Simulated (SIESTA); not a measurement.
Crystal: BP.

```
P B
1.0
     0.00000    2.26900    2.26900
     2.26900    0.00000    2.26900
     2.26900    2.26900    0.00000
P B
1 1
Direct
  0.75000 0.75000 0.75000
  0.00000 0.00000 0.00000
```

Base run:

```yaml
Program: SIESTA 5.4.2
Functional: PBE
Potentials_or_basis: PseudoDojo 0.4 standard (PBE files)
Basis: DZ (energy shift 0.01 Ry)
Grid_cutoff: 500 Ry
Energy_shift: 0.01 Ry
k_mesh: 10 × 10 × 10
Occupations: fermi-dirac, width 0.05 eV
Spin: no spin polarisation
```

Its results: band gap on the k mesh 2.49 eV, indirect (least direct gap 4.03 eV); pressure 9.0 GPa.

Question: The run is repeated on the same cell with these changes: basis from DZ (energy shift 0.01 Ry) to TZP (energy shift 0.01 Ry). What comes out?

Answer: Band gap on the k mesh 1.23 eV, indirect (least direct gap 3.37 eV); pressure 3.5 GPa.

Caveats: the basis of atomic orbitals isn't converged, which shifts pressures, moduli and gaps; the basis has no polarisation orbitals (some runs).
